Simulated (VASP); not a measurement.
A run of VASP 6.6.1 is set up as follows.

File INCAR:

```
SYSTEM = InPd
ALGO = Fast
EDIFF = 1E-6
ENCUT = 520
GGA = PE
ISIF = 2
ISMEAR = 0
LASPH = .True.
LCHARG = .True.
LELF = .True.
LREAL = .False.
LVHAR = .True.
LWAVE = .False.
NBANDS = 18
NELM = 100
PREC = Accurate
SIGMA = 0.15
```

Contents of KPOINTS:

```
k-points
0
Gamma
  14 14 14
  0 0 0
```

Contents of POSCAR:

```
InPd
1.0
    3.3824415010      0.0000000000      0.0000000000
    0.0000000000      3.3824415010      0.0000000000
    0.0000000000      0.0000000000      3.1509077861
In Pd
1 1
Direct
   -0.0107680832      0.0000000000      0.0000000000
    0.5116178329      0.5000000000      0.5000000000
```

Potentials or basis: VASP PAW PBE potentials, release 64 (In_d, Pd).

Launch:

```sh
$ cat potpaw_PBE.64/In_d/POTCAR potpaw_PBE.64/Pd/POTCAR > POTCAR
$ mpirun -np 1 vasp_std > vasp.out
```

(1) Predict the band gap on the k mesh.

(2) Estimate the largest force.

## Answers

(1) none (metal or under the smearing width).

(2) 0.282 eV/Å.
